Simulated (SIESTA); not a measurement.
## SIESTA run on NaBr (Fm-3m, 2 atoms in the cell): self-consistent single point

Level of theory: GGA PBE, numerical atomic orbitals DZP, PseudoDojo PBE standard norm-conserving potentials (rewritten from UPF to PSML) in SIESTA.

Input:

```
# files in the folder: Na.psml Br.psml (PseudoDojo PBE standard)
SystemName  NaBr
SystemLabel nabr

NumberOfAtoms                2
NumberOfSpecies              2
%block ChemicalSpeciesLabel
  1 11 Na
  2 35 Br
%endblock ChemicalSpeciesLabel
LatticeConstant              1.0 Ang
%block LatticeVectors
     0.000000000    2.964502000    2.964502000
     2.964502000    0.000000000    2.964502000
     2.964502000    2.964502000    0.000000000
%endblock LatticeVectors
AtomicCoordinatesFormat      Ang
%block AtomicCoordinatesAndAtomicSpecies
     0.000000000    0.000000000    0.000000000  1
     2.964502000    2.964502000    2.964502000  2
%endblock AtomicCoordinatesAndAtomicSpecies

XC.functional                GGA
XC.authors                   PBE
PAO.BasisSize                DZP
PAO.EnergyShift              0.01 Ry
MeshCutoff                   350 Ry
%block kgrid.MonkhorstPack
    5   0   0  0.0
    0   5   0  0.0
    0   0   5  0.0
%endblock kgrid.MonkhorstPack
OccupationFunction           FD
ElectronicTemperature        0.01 eV

MaxSCFIterations             150
SCF.Mixer.Method             Broyden
SCF.Mixer.Weight             0.2
SCF.Mixer.History            8
SCF.DM.Tolerance             1.0E-04
Diag.ParallelOverK           true
WriteForces                  true
Charge.Mulliken              end
```

Output, abridged:

```
reinit: Reading from file input.fdf

reinit: System Name: NaBr
reinit: System Label: nabr

coor:   Atomic-coordinates input format  =     Cartesian coordinates
coor:                                          (in Angstroms)

siesta: Atomic coordinates (Bohr) and species
siesta:      0.00000   0.00000   0.00000  1        1
siesta:      5.60210   5.60210   5.60210  2        2

siesta: System type = bulk

initatomlists: Number of atoms, orbitals, and projectors:      2    22    26

siesta: ******************** Simulation parameters ****************************
redata: Spin configuration                          = none
redata: Time-Reversal Symmetry                      = T
redata: Number of Atomic Species                    =        2
redata: Mesh Cutoff                                 =   350.0000 Ry
redata: Net charge of the system                    =     0.0000 |e|
redata: Min. number of SCF Iter                     =        0
redata: Max. number of SCF Iter                     =      150
redata: SCF convergence failure will abort job
redata: SCF mix quantity                            = Hamiltonian
redata: Mix DM or H after convergence               =   F
redata: Recompute H after scf cycle                 =   F
redata: Mix DM in first SCF step                    =   T
redata: No kicks to SCF
redata: DM Mixing Weight for Kicks                  =     0.5000
redata: Require Harris convergence for SCF          =   F
redata: Harris energy tolerance for SCF             =     0.000100 eV
redata: Require DM convergence for SCF              =   T
redata: DM tolerance for SCF                        =     0.000100
redata: Require EDM convergence for SCF             =   F
redata: EDM tolerance for SCF                       =     0.001000 eV
redata: Require H convergence for SCF               =   T
redata: Hamiltonian tolerance for SCF               =     0.001000 eV
redata: Require (free) Energy convergence for SCF   =   F
redata: (free) Energy tolerance for SCF             =     0.000100 eV
redata: Using DFT-D3 dispersion                     =   F
redata: Using Saved Data (generic)                  =   F
redata: Method of Calculation                       = Diagonalization
redata: Electronic Temperature                      =   116.0452 K
redata: Number of TDED substeps                     =        3
redata: Dynamics option                             = Single-point calculation
redata: Save all siesta data in one NC              =   F
redata: ***********************************************************************

%block SCF.Mixers
  Broyden
%endblock SCF.Mixers

%block SCF.Mixer.Broyden
  # Mixing method
  method broyden

  # Mixing options
  weight 0.2000
  weight.linear 0.2000
  weight.prime 0.2000
  history 8
%endblock SCF.Mixer.Broyden

DM_history_depth set to one: no extrapolation allowed by default for geometry relaxation
Size of DM history Fstack: 1
Total number of electrons:    16.000000
Total ionic charge:    16.000000

* ProcessorY, Blocksize:    1  23

* Orbital distribution balance (max,min):    22    22

 Kpoints in:           75 . Kpoints trimmed:           63

siesta: k-grid: Number of k-points = 63
siesta: k-points from Monkhorst-Pack grid
siesta: k-cutoff (effective) =    10.481 Ang
siesta: k-point supercell and displacements
siesta: k-grid:     5     0     0      0.000
siesta: k-grid:     0     5     0      0.000
siesta: k-grid:     0     0     5      0.000

diag: Algorithm                                     = D&C
diag: Parallel over k                               =   F
diag: Use parallel 2D distribution                  =   F
diag: Parallel block-size                           = 23
diag: Parallel distribution                         =     1 x     1
diag: Used triangular part                          = Lower
diag: Absolute tolerance                            =  0.100E-15
diag: Orthogonalization factor                      =  0.100E-05
diag: Memory factor                                 =  1.0000

superc: Internal auxiliary supercell:     7 x     7 x     7  =     343
superc: Number of atoms, orbitals, and projectors:    686   7546   8918

                        Single-point calculation

superc: Internal auxiliary supercell:     7 x     7 x     7  =     343
superc: Number of atoms, orbitals, and projectors:    686   7546   8918

outcell: Unit cell vectors (Ang):
        0.000000    2.964502    2.964502
        2.964502    0.000000    2.964502
        2.964502    2.964502    0.000000

outcell: Cell vector modules (Ang)   :    4.192439    4.192439    4.192439
outcell: Cell angles (23,13,12) (deg):     60.0000     60.0000     60.0000
outcell: Cell volume (Ang**3)        :     52.1057
new_DM -- step:     1
Initializing Density Matrix...

Attempting to read DM from file... Failed...
DM filled with atomic data:

InitMesh: MESH = 40 x 40 x 40 = 64000
InitMesh: Mesh cutoff (required, used) =   350.000   377.381 Ry

stepf: Fermi-Dirac step function

        iscf     Eharris(eV)        E_KS(eV)     FreeEng(eV)     dDmax    Ef(eV) dHmax(eV)
   scf:    1    -1676.720588    -1674.244968    -1674.244968  0.535636 -2.676699  2.834938
   scf:    2    -1674.277982    -1674.261796    -1674.261796  0.018380 -3.005552  2.129691
   scf:    3    -1674.296071    -1674.281027    -1674.281027  0.050355 -3.962456  0.127921
   scf:    4    -1674.281604    -1674.281330    -1674.281330  0.004827 -4.016990  0.058230
   scf:    5    -1674.281555    -1674.281468    -1674.281468  0.004858 -4.045038  0.005347
   scf:    6    -1674.281470    -1674.281469    -1674.281469  0.000349 -4.043731  0.004189
   scf:    7    -1674.281470    -1674.281470    -1674.281470  0.000332 -4.043747  0.003241
   scf:    8    -1674.281471    -1674.281470    -1674.281470  0.000285 -4.043775  0.002432
   scf:    9    -1674.281471    -1674.281470    -1674.281470  0.000230 -4.043795  0.001784
   scf:   10    -1674.281471    -1674.281471    -1674.281471  0.000176 -4.043814  0.001290
   scf:   11    -1674.281471    -1674.281471    -1674.281471  0.000123 -4.043808  0.000945
   scf:   12    -1674.281471    -1674.281471    -1674.281471  0.000091 -4.043727  0.000683

SCF Convergence by DM+H criterion
max |DM_out - DM_in|         :     0.0000914365
max |H_out - H_in|      (eV) :     0.0006830683
SCF cycle converged after 12 iterations

Using DM_out to compute the final energy and forces

siesta: E_KS(eV) =            -1674.2815

siesta: E_KS - E_eggbox =     -1674.2815

siesta: Atomic forces (eV/Ang):
     1    0.000000   -0.000000    0.000000
     2   -0.000000    0.000000   -0.000000
   Tot    0.000000   -0.000000    0.000000
   Max    0.000000
   Res    0.000000    sqrt( Sum f_i^2 / 3N )
   Max    0.000000    constrained

Stress tensor Voigt[x,y,z,yz,xz,xy] (kbar):      -10.43      -10.43      -10.43       -0.18       -0.18       -0.18
(Free)E + p*V (eV/cell)    -1673.9424
Target enthalpy (eV/cell)    -1674.2815

siesta: Program's energy decomposition (eV):
siesta: Ebs     =      -367.394860
siesta: Eions   =      2186.175639
siesta: Ena     =       297.632413
siesta: Ekin    =       877.813474
siesta: Enl     =      -342.374357
siesta: Eso     =         0.000000
siesta: Edftu   =         0.000000
siesta: DEna    =         8.167313
siesta: DUscf   =         0.167479
siesta: DUext   =         0.000000
siesta: Ex      =      -308.243953
siesta: Ec      =       -21.268201
siesta: Exc     =      -329.512154
siesta: Eharris =     -1674.281471
siesta: Etot    =     -1674.281471
siesta: FreeEng =     -1674.281471

siesta: Stress tensor (static) (eV/Ang**3):
siesta:    -0.006508   -0.000113   -0.000113
siesta:    -0.000113   -0.006508   -0.000113
siesta:    -0.000113   -0.000113   -0.006508

siesta: Cell volume =         52.105700 Ang**3

siesta: Pressure (static):
siesta:                Solid            Molecule  Units
siesta:           0.00007088          0.00007088  Ry/Bohr**3
siesta:           0.00650793          0.00650793  eV/Ang**3
siesta:          10.42684690         10.42684690  kBar

mulliken: Atomic and Orbital Populations:

Species: Na
Atom  Qatom  Qorb
               2s      3s      3s      2py     2pz     2px     3py     3pz
               3px
   1  9.072   1.994   0.449  -0.060   2.018   2.018   2.018   0.212   0.212
              0.212

Species: Br
Atom  Qatom  Qorb
               4s      4s      4py     4pz     4px     4py     4pz     4px
               4Pdxy   4Pdyz   4Pdz2   4Pdxz   4Pdx2-y2
   2  6.928   1.673   0.113   1.626   1.626   1.626   0.085   0.085   0.085
              0.002   0.002   0.002   0.002   0.002

mulliken: Qtot =       16.000

Mulliken Atomic Populations:
Atom #   charge [q] valence [e]  Species
     1    -0.071740    9.071740  Na
     2     0.071740    6.928260  Br
 Total    -0.000000
```

The run converged in 12 iterations.

The starting cell comes from a database of computed structures (which also holds hypothetical and non-ambient phases and stackings), without a prior relaxation at this level. Its lattice was rescaled by a random factor within 2.5 % of one. Values carry the incompleteness of an atom-centred basis.
